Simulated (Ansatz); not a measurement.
## Compressing V

All numbers below come from Ansatz 0.2.0, DFT PBE, scalar-relativistic, plane waves, PAW. (420 eV cutoff, 20×20×20 k-mesh, Gaussian smearing of 0.10 eV, no spin polarisation)

The relaxed crystal:

```xyz
1
Lattice="-1.4986 1.4986 1.4986 1.4986 -1.4986 1.4986 1.4986 1.4986 -1.4986" Properties=species:S:1:pos:R:3 pbc="T T T"
V     0.0000    0.0000    0.0000
```

Cell and atoms are relaxed at each pressure within the symmetry of the start, at zero temperature, so transitions that lower the symmetry aren't seen. The k-mesh given is that at zero pressure and may differ at others. a, b and c are the lengths of the cell vectors above. ΔH is E + PV over the energy at zero pressure.

| P (GPa) | V (Å³/atom) | V/V0 | a (Å) | b (Å) | c (Å) | ΔH (eV/atom) |
| --- | --- | --- | --- | --- | --- | --- |
| -1 | 13.53 | 1.005 | 2.600 | 2.600 | 2.600 | -0.084 |
| 0 | 13.46 | 1.000 | 2.596 | 2.596 | 2.596 | 0.000 |
| 1 | 13.39 | 0.995 | 2.591 | 2.591 | 2.591 | 0.084 |
| 4 | 13.18 | 0.979 | 2.577 | 2.577 | 2.577 | 0.332 |
| 12 | 12.69 | 0.943 | 2.545 | 2.545 | 2.545 | 0.978 |
| 25 | 12.04 | 0.895 | 2.501 | 2.501 | 2.501 | 1.980 |
| 50 | 11.11 | 0.825 | 2.434 | 2.434 | 2.434 | 3.782 |
| 90 | 10.07 | 0.748 | 2.356 | 2.356 | 2.356 | 6.417 |